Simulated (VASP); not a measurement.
**Na under changes of volume**

One of the cells (38.367 Å³/atom); the others are scaled copies at fixed shape and fractional positions:

```
Na
1.0
    -1.90080    1.90080    2.65474
     1.90080   -1.90080    2.65474
     1.90080    1.90080   -2.65474
Na
1
Cartesian
  0.0000 0.0000 0.0000
```

This isn't the form of Na at room conditions, which is bcc.

* Program: VASP 6.6.1
* Functional: PBE
* Potentials or basis: VASP PAW PBE potentials, release 64 (Na_pv)
* Cutoff: 520 eV
* k mesh: 10 × 10 × 10
* Occupations: fermi-dirac, width 0.05 eV
* Spin: no spin polarisation

| volume (Å³/atom) | energy over the lowest point (meV/atom) | pressure (GPa) |
| --- | --- | --- |
| 35.357 | 2.02 | 0.4 |
| 36.110 | ? | ? |
| 36.862 | 0.00 | 0.0 |
| 38.367 | 1.00 | -0.3 |
| 39.119 | 2.47 | -0.4 |
| 39.871 | 4.51 | -0.5 |

Q: What does the run at 36.110 Å³/atom give?

A: Energy over the lowest point 0.59 meV/atom; pressure 0.2 GPa.

Worked out: A Birch-Murnaghan fit of order 3 (a polynomial in V^(-2/3)) to the other rows has its minimum at 37.07 Å³/atom with B0 = V·E''(V) = 7.7 GPa and B' = 3.5 at fixed shape and positions, which overstates the stiffness. It gives 0.60 meV/atom at 36.110 Å³/atom, against the run's 0.59, and -dE/dV = 0.2 GPa, against 0.2.

Energies are extrapolated to zero smearing.
